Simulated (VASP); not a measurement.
# Ag in VASP: further runs

The runs below take Ag through single point, with optB86b-vdW, rev-vdW-DF2.

Program: VASP 6.6.1. These are calculated values, not measurements. Logs are shortened: lines on timing, memory, paths and dates and some standing lists are left out, and cuts for length are marked.

## (1) The structure

The cell holds a molecule in a box, 1 atom: a = 10.500 Å, b = 11.000 Å, c = 11.500 Å, α = 90.00°, β = 90.00°, γ = 90.00°.

## (2) Single point, optB86b-vdW, collinear spin, ferromagnetic start

The input, INCAR:

```
SYSTEM = Ag
AGGAC = 0.0
ALGO = Normal
EDIFF = 1E-6
ENCUT = 400
GGA = MK
ISIF = 2
ISMEAR = 0
ISPIN = 2
ISYM = 0
LASPH = .TRUE.
LCHARG = .FALSE.
LMAXMIX = 4
LORBIT = 11
LREAL = .FALSE.
LUSE_VDW = .TRUE.
LWAVE = .FALSE.
MAGMOM = 0.5
NBANDS = 16
NELM = 60
NUPDOWN = 1
PARAM1 = 0.1234
PARAM2 = 1.0
PREC = Accurate
SIGMA = 0.01
```

The input, KPOINTS:

```
k-points
0
G
  1 1 1
  0 0 0
```

The input, POSCAR:

```
Ag                                      
1.0
   10.5000000000      0.0000000000      0.0000000000
    0.0000000000     11.0000000000      0.0000000000
    0.0000000000      0.0000000000     11.5000000000
  Ag            
     1
Selective dynamics
Direct
     0.5000000000000000    0.5045454544999970    0.5000000000000000   F   F   F
```

Potentials or basis: VASP PAW PBE potentials, release 64 (Ag).

Started as:

```sh
$ cat potpaw_PBE.64/Ag/POTCAR > POTCAR
$ mpirun -np 1 vasp_gam > vasp.out
```

OUTCAR:

```text
SYSTEM = Ag
   EDIFF = 1E-6
   ENCUT = 400
   GGA = MK
   ISIF = 2
   ISMEAR = 0
   ISPIN = 2
   ISYM = 0
   LASPH = .TRUE.
   LORBIT = 11
   LREAL = .FALSE.
   NELM = 60
   NUPDOWN = 1
   PREC = Accurate

 ion  position               nearest neighbor table
   1  0.500  0.505  0.500-

IMPORTANT INFORMATION: All symmetrisations will be switched off!
NOSYMM: (Re-)initialisation of all symmetry stuff for point group C_1.

----------------------------------------------------------------------------------------

                                     Primitive cell

  volume of cell :    1328.2500

  direct lattice vectors                    reciprocal lattice vectors
    10.500000000  0.000000000  0.000000000     0.095238095  0.000000000  0.000000000
     0.000000000 11.000000000  0.000000000     0.000000000  0.090909091  0.000000000
     0.000000000  0.000000000 11.500000000     0.000000000  0.000000000  0.086956522

  length of vectors
    10.500000000 11.000000000 11.500000000     0.095238095  0.090909091  0.086956522

  position of ions in fractional coordinates (direct lattice)
     0.500000000  0.504545454  0.500000000

  ion indices of the primitive-cell ions
   primitive index   ion index
                 1           1

----------------------------------------------------------------------------------------

 KPOINTS: k-points

Automatic generation of k-mesh.
 Grid dimensions read from file:
 generate k-points for:    1    1    1

 Generating k-lattice:

  Cartesian coordinates                     Fractional coordinates (reciprocal lattice)
     0.095238095  0.000000000  0.000000000     1.000000000  0.000000000  0.000000000
     0.000000000  0.090909091  0.000000000     0.000000000  1.000000000  0.000000000
     0.000000000  0.000000000  0.086956522     0.000000000  0.000000000  1.000000000

  Length of vectors
     0.095238095  0.090909091  0.086956522

  Shift w.r.t. Gamma in fractional coordinates (k-lattice)
     0.000000000  0.000000000  0.000000000

 Subroutine IBZKPT returns following result:
 ===========================================

 Found      1 irreducible k-points:

 Following reciprocal coordinates:
            Coordinates               Weight
  0.000000  0.000000  0.000000      1.000000
   k-points           NKPTS =      1   k-points in BZ     NKDIM =      1   number of bands    NBANDS=     16
   number of dos      NEDOS =    301   number of ions     NIONS =      1
   total plane-waves  NPLWV = 403200
   dimension x,y,z NGX =    70 NGY =   72 NGZ =   80
   dimension x,y,z NGXF=   140 NGYF=  144 NGZF=  160
   ions per type =               1
   NGX,Y,Z   is equivalent  to a cutoff of  11.08, 10.88, 11.56 a.u.
   NGXF,Y,Z  is equivalent  to a cutoff of  22.17, 21.76, 23.13 a.u.
 SYSTEM =  Ag
   PREC   = accura    normal or accurate (medium, high low for compatibility)
   ISTART =      0    job   : 0-new  1-cont  2-samecut
   ICHARG =      2    charge: 1-file 2-atom 10-const
   ISPIN  =      2    spin polarized calculation?
   LNONCOLLINEAR =      F non collinear calculations
   LSORBIT =      F    spin-orbit coupling
   LASPH  =      T    aspherical Exc in radial PAW
   ENCUT  =  400.0 eV  29.40 Ry    5.42 a.u.  17.12 17.94 18.75*2*pi/ulx,y,z
   NELM   =     60;   NELMIN=  2; NELMDL= -5     # of ELM steps
   EDIFF  = 0.1E-05   stopping-criterion for ELM
   LREAL  =      F    real-space projection
   EDIFFG = 0.1E-04   stopping-criterion for IOM
   NSW    =      0    number of steps for IOM
   IBRION =     -1    ionic relax: 0-MD 1-quasi-New 2-CG
   NFREE  =      0    steps in history (QN), initial steepest desc. (CG)
   ISIF   =      2    stress and relaxation
   ISYM   =      0    0-nonsym 1-usesym 2-fastsym
   POTIM  = 0.5000    time-step for ionic-motion
   TEBEG  =    0.0;   TEEND  =   0.0 temperature during run
   PSTRESS=    0.0 pullay stress
   NELECT =      11.0000    total number of electrons
   NUPDOWN=       1.0000    fix difference up-down
   EMIN   =  10.00;   EMAX   =-10.00  energy-range for DOS
   EFERMI =   0.00;   METHOD = LEGACY
   ISMEAR =     0;   SIGMA  =   0.01  broadening in eV -4-tet -1-fermi 0-gaus
   EFERMI_NEDOS =   21; number of points for ismear=-14 and -15
   IALGO  =     38    algorithm
   IMIX   =      4    mixing-type and parameters
     AMIX     =   0.40;   BMIX     =  1.00
     AMIX_MAG =   1.60;   BMIX_MAG =  1.00
  volume/ion in A,a.u.               =    1328.25      8963.47
  Fermi-wavevector in a.u.,A,eV,Ry     =   0.331217  0.625909  1.492622  0.109705
  Thomas-Fermi vector in A             =   1.227185
   LORBIT       =     11    0 simple, 1 ext, 2 COOP (PROOUT), +10 PAW based schemes
   GGA     = MK    functional components
   LHFCALC =     F    Hartree Fock is set to
   AEXX    =    0.0000 exact exchange contribution
   IVDW_NL    =     1    kernel type
   BPARAM     = 6.3000
   IVDW    =     0    specifies the selected vdW correction
   LEPSILON=     F    determine dielectric tensor
   LRPA    =     F    only Hartree local field effects (RPA)
 spin polarized calculation
 Gauss-broadening in eV      SIGMA  =   0.01
  energy-cutoff  :      400.00
  volume of cell :     1328.25
 maximum number of plane-waves:     12033
 NGX is ok and might be reduce to    70
   NGX = 35   NGY = 35   NGZ = 37

 number of electron      10.9999998 magnetization       0.9999875

 Free energy of the ion-electron system (eV)
  ---------------------------------------------------
  ext. energy  EPLUGINS =         0.00000000
  ---------------------------------------------------
  free energy    TOTEN  =         3.17195872 eV

  energy without entropy =        3.17195872  energy(sigma->0) =        3.17195872

 E-fermi :  -7.1452     XC(G=0):  -1.0045

 val. band max:       -4.6083338655   @ k =   0.0000   0.0000   0.0000
 cond. band min:      -4.0056558924   @ k =   0.0000   0.0000   0.0000
 fundamental gap:      0.6026779731
 Fermi energy:        -4.5346333621

 spin component 1

 k-point     1 :       0.0000    0.0000    0.0000
  band No.  band energies     occupation
      1      -7.3866      1.00000
      2      -7.3866      1.00000
      3      -7.3866      1.00000
      4      -7.3866      1.00000
      5      -7.3865      1.00000
      6      -4.6083      1.00000
[... 8 lines left out ...]
     15       1.2948      0.00000
     16       1.2955      0.00000
 Fermi energy:        -7.1452205845

 spin component 2

 k-point     1 :       0.0000    0.0000    0.0000
  band No.  band energies     occupation
      1      -7.2089      1.00000
      2      -7.2089      1.00000
      3      -7.2089      1.00000
      4      -7.2089      1.00000
      5      -7.2089      1.00000
      6      -4.0057      0.00000
[... 8 lines left out ...]
     15       1.3125      0.00000
     16       1.4033      0.00000

------------------------ aborting loop because EDIFF is reached ----------------------------------------

  FORCE on cell =-STRESS in cart. coord.  units (eV):
  Direction    XX          YY          ZZ          XY          YZ          ZX
  --------------------------------------------------------------------------------------
  -------------------------------------------------------------------------------------
  Total       -0.0603090     -0.0567985     -0.0537981     -0.0000000      0.0000000      0.0000000
  in kB       -0.0727466     -0.0685121     -0.0648930     -0.0000000      0.0000000      0.0000001
  external PRESSURE =      -0.0687173 kB  Pullay stress =       0.0000000 kB

 VOLUME and BASIS-vectors are now :
 -----------------------------------------------------------------------------
  energy-cutoff  :      400.00
  volume of cell :     1328.25
      direct lattice vectors                 reciprocal lattice vectors
    10.500000000  0.000000000  0.000000000     0.095238095  0.000000000  0.000000000
     0.000000000 11.000000000  0.000000000     0.000000000  0.090909091  0.000000000
     0.000000000  0.000000000 11.500000000     0.000000000  0.000000000  0.086956522

 POSITION                                       TOTAL-FORCE (eV/Angst)
 -----------------------------------------------------------------------------------
      5.25000      5.55000      5.75000        -0.000000      0.000376      0.000000
 -----------------------------------------------------------------------------------
    total drift:                               -0.000000      0.000376      0.000000

  FREE ENERGIE OF THE ION-ELECTRON SYSTEM (eV)
  ---------------------------------------------------
  free  energy   TOTEN  =         3.1719587160 eV

  energy  without entropy=        3.1719587160  energy(sigma->0) =        3.17195872

Total vdW correction in eV:      3.3544901

 total charge

# of ion       s       p       d       tot
------------------------------------------
    1        0.366   0.000   9.337   9.703

 magnetization (x)

# of ion       s       p       d       tot
------------------------------------------
    1        0.366   0.000  -0.020   0.345
```

It took 9.9 min on 1 thread of Intel Xeon 6975P-C (Granite Rapids), shared host; peak memory 2.8 GiB.

Results:

```yaml
Free_energy: 3.1720 eV
Net_moment: 1.00 μB per cell
Site_moments: Ag +0.34 μB
Valence_electrons_inside_the_program's_atomic_spheres: Ag 9.70
```

Caveat: the PAW data sets were made with another functional, which shifts forces and pressure a little; the total moment is fixed, so each spin has its own Fermi level.

## (3) Single point, rev-vdW-DF2, collinear spin, ferromagnetic start

Changes to INCAR since step 2:

```diff
@@ -22,4 +22,5 @@
 PARAM1 = 0.1234
-PARAM2 = 1.0
+PARAM2 = 0.711357
 PREC = Accurate
 SIGMA = 0.01
+ZAB_VDW = -1.8867
```

KPOINTS is that of step 2.

POSCAR is that of step 2.

Potentials or basis: VASP PAW PBE potentials, release 64 (Ag).

Started as:

```sh
$ cat potpaw_PBE.64/Ag/POTCAR > POTCAR
$ mpirun -np 1 vasp_gam > vasp.out
```

OUTCAR:

```text
SYSTEM = Ag
   EDIFF = 1E-6
   ENCUT = 400
   GGA = MK
   ISIF = 2
   ISMEAR = 0
   ISPIN = 2
   ISYM = 0
   LASPH = .TRUE.
   LORBIT = 11
   LREAL = .FALSE.
   NELM = 60
   NUPDOWN = 1
   PREC = Accurate

 ion  position               nearest neighbor table
   1  0.500  0.505  0.500-

IMPORTANT INFORMATION: All symmetrisations will be switched off!
NOSYMM: (Re-)initialisation of all symmetry stuff for point group C_1.

----------------------------------------------------------------------------------------

                                     Primitive cell

  volume of cell :    1328.2500

  direct lattice vectors                    reciprocal lattice vectors
    10.500000000  0.000000000  0.000000000     0.095238095  0.000000000  0.000000000
     0.000000000 11.000000000  0.000000000     0.000000000  0.090909091  0.000000000
     0.000000000  0.000000000 11.500000000     0.000000000  0.000000000  0.086956522

  length of vectors
    10.500000000 11.000000000 11.500000000     0.095238095  0.090909091  0.086956522

  position of ions in fractional coordinates (direct lattice)
     0.500000000  0.504545454  0.500000000

  ion indices of the primitive-cell ions
   primitive index   ion index
                 1           1

----------------------------------------------------------------------------------------

 KPOINTS: k-points

Automatic generation of k-mesh.
 Grid dimensions read from file:
 generate k-points for:    1    1    1

 Generating k-lattice:

  Cartesian coordinates                     Fractional coordinates (reciprocal lattice)
     0.095238095  0.000000000  0.000000000     1.000000000  0.000000000  0.000000000
     0.000000000  0.090909091  0.000000000     0.000000000  1.000000000  0.000000000
     0.000000000  0.000000000  0.086956522     0.000000000  0.000000000  1.000000000

  Length of vectors
     0.095238095  0.090909091  0.086956522

[... 61 lines left out ...]
   LRPA    =     F    only Hartree local field effects (RPA)
 spin polarized calculation
 Gauss-broadening in eV      SIGMA  =   0.01
  energy-cutoff  :      400.00
  volume of cell :     1328.25
 maximum number of plane-waves:     12033
 NGX is ok and might be reduce to    70
   NGX = 35   NGY = 35   NGZ = 37

 number of electron      10.9999998 magnetization       1.0000691

 Free energy of the ion-electron system (eV)
  ---------------------------------------------------
  ext. energy  EPLUGINS =         0.00000000
  ---------------------------------------------------
  free energy    TOTEN  =         2.77446907 eV

  energy without entropy =        2.77446907  energy(sigma->0) =        2.77446907

 E-fermi :  -7.2042     XC(G=0):  -0.9375

 val. band max:       -4.6781703377   @ k =   0.0000   0.0000   0.0000
 cond. band min:      -4.1137723486   @ k =   0.0000   0.0000   0.0000
 fundamental gap:      0.5643979891
 Fermi energy:        -4.6158513239

 spin component 1

 k-point     1 :       0.0000    0.0000    0.0000
  band No.  band energies     occupation
      1      -7.4495      1.00000
      2      -7.4495      1.00000
      3      -7.4495      1.00000
      4      -7.4495      1.00000
      5      -7.4495      1.00000
      6      -4.6782      1.00000
[... 8 lines left out ...]
     15       1.2722      0.00000
     16       1.3354      0.00000
 Fermi energy:        -7.2041541926

 spin component 2

 k-point     1 :       0.0000    0.0000    0.0000
  band No.  band energies     occupation
      1      -7.2733      1.00000
      2      -7.2733      1.00000
      3      -7.2733      1.00000
      4      -7.2733      1.00000
      5      -7.2733      1.00000
      6      -4.1138      0.00000
[... 8 lines left out ...]
     15       1.3879      0.00000
     16       1.4859      0.00000

------------------------ aborting loop because EDIFF is reached ----------------------------------------

  FORCE on cell =-STRESS in cart. coord.  units (eV):
  Direction    XX          YY          ZZ          XY          YZ          ZX
  --------------------------------------------------------------------------------------
  -------------------------------------------------------------------------------------
  Total       -0.0580909     -0.0549122     -0.0521781     -0.0000004      0.0000002      0.0000004
  in kB       -0.0700711     -0.0662368     -0.0629389     -0.0000005      0.0000002      0.0000005
  external PRESSURE =      -0.0664156 kB  Pullay stress =       0.0000000 kB

 VOLUME and BASIS-vectors are now :
 -----------------------------------------------------------------------------
  energy-cutoff  :      400.00
  volume of cell :     1328.25
      direct lattice vectors                 reciprocal lattice vectors
    10.500000000  0.000000000  0.000000000     0.095238095  0.000000000  0.000000000
     0.000000000 11.000000000  0.000000000     0.000000000  0.090909091  0.000000000
     0.000000000  0.000000000 11.500000000     0.000000000  0.000000000  0.086956522

 POSITION                                       TOTAL-FORCE (eV/Angst)
 -----------------------------------------------------------------------------------
      5.25000      5.55000      5.75000        -0.000000      0.000271     -0.000000
 -----------------------------------------------------------------------------------
    total drift:                               -0.000000      0.000271     -0.000000

  FREE ENERGIE OF THE ION-ELECTRON SYSTEM (eV)
  ---------------------------------------------------
  free  energy   TOTEN  =         2.7744690709 eV

  energy  without entropy=        2.7744690709  energy(sigma->0) =        2.77446907

Total vdW correction in eV:      2.9433482

 total charge

# of ion       s       p       d       tot
------------------------------------------
    1        0.363   0.000   9.334   9.696

 magnetization (x)

# of ion       s       p       d       tot
------------------------------------------
    1        0.363   0.000  -0.018   0.345
```

OSZICAR:

```text
N       E                     dE             d eps       ncg     rms          rms(c)
DAV:   1     0.814567883941E+02    0.81457E+02   -0.15216E+03    64   0.276E+02
DAV:   2     0.135533617127E+02   -0.67903E+02   -0.61514E+02   120   0.463E+01
DAV:   3     0.300505641787E+01   -0.10548E+02   -0.10487E+02    80   0.339E+01
DAV:   4     0.289870303317E+01   -0.10635E+00   -0.10631E+00    88   0.380E+00
DAV:   5     0.289656789955E+01   -0.21351E-02   -0.21351E-02    72   0.518E-01    0.241E+00
DAV:   6     0.279629078028E+01   -0.10028E+00   -0.18078E-01    64   0.218E+00    0.970E-01
DAV:   7     0.277864906192E+01   -0.17642E-01   -0.56908E-03    64   0.435E-01    0.303E-01
DAV:   8     0.277436375707E+01   -0.42853E-02   -0.43849E-04    64   0.862E-02    0.937E-02
DAV:   9     0.278086746298E+01    0.65037E-02   -0.95257E-04    64   0.111E-01    0.283E-02
DAV:  10     0.277609981704E+01   -0.47676E-02   -0.18427E-04    64   0.592E-02    0.111E-02
DAV:  11     0.277448479785E+01   -0.16150E-02   -0.11321E-04    64   0.345E-02    0.460E-03
DAV:  12     0.277451055659E+01    0.25759E-04   -0.81062E-06    64   0.114E-02    0.211E-03
DAV:  13     0.277448469216E+01   -0.25864E-04   -0.24282E-06    64   0.562E-03    0.838E-04
DAV:  14     0.277446904729E+01   -0.15645E-04   -0.11574E-06    64   0.317E-03    0.411E-04
DAV:  15     0.277447052835E+01    0.14811E-05   -0.12998E-06    64   0.307E-03    0.252E-04
DAV:  16     0.277446950971E+01   -0.10186E-05   -0.16101E-06    64   0.333E-03    0.200E-04
DAV:  17     0.277446907086E+01   -0.43885E-06   -0.68854E-07    64   0.252E-03
   1 F= 0.27744691E+01 E0= 0.27744691E+01  d E =-.383835E-19  mag=     1.0001
```

It took 7.6 min on 1 thread of Intel Xeon 6975P-C (Granite Rapids), shared host; peak memory 2.8 GiB.

Results:

- Free energy: 2.7745 eV
- Net moment: 1.00 μB per cell
- Site moments: Ag +0.34 μB
- Valence electrons inside the program's atomic spheres: Ag 9.70

Caveat: the PAW data sets were made with another functional, which shifts forces and pressure a little; the total moment is fixed, so each spin has its own Fermi level.
